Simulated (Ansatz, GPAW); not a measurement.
NaF: programs and potentials compared

```
Na F
1.0
     0.00000    2.32000    2.32000
     2.32000    0.00000    2.32000
     2.32000    2.32000    0.00000
Na F
1 1
Direct
  0.00000 0.00000 0.00000
  0.50000 0.50000 0.50000
```

Alike in all runs: task single point; functional PBEsol; k mesh 10 × 10 × 10; occupations gaussian, width 0.05 eV; no spin polarisation; no spin-orbit coupling. Pressure is positive in compression and, in plane waves, holds the error of the finite cutoff, which Ansatz's Pulay term estimates and takes out.

| program and potentials | plane-wave cutoff (eV) | notes | band gap (eV) | pressure (GPa) |
| --- | --- | --- | --- | --- |
| Ansatz, Ansatz PAW | 420 | potentials made for PBE, which Ansatz adapts in part; 8 valence electrons an atom on average; Pulay term of +0.50 GPa included | 6.16 | -0.34 |
| GPAW, PAW data sets generated for this functional | 800 | 7 valence electrons an atom on average | 6.16 | -1.13 |
| Ansatz, all-electron LAPW, scalar-relativistic | - | - | 6.15 | -0.32 |

The band gap spans 6.15 (Ansatz, all-electron LAPW, scalar-relativistic) to 6.16 eV (Ansatz, Ansatz PAW), with all-electron results at 6.15. The pressure spans -1.13 (GPAW, PAW data sets generated for this functional) to -0.32 GPa (Ansatz, all-electron LAPW, scalar-relativistic), with all-electron results at -0.32.

Differences between rows come from potentials, basis sets and numerical settings, since the functional is the same but for its coding. Runs on potential files found faulty are left out.
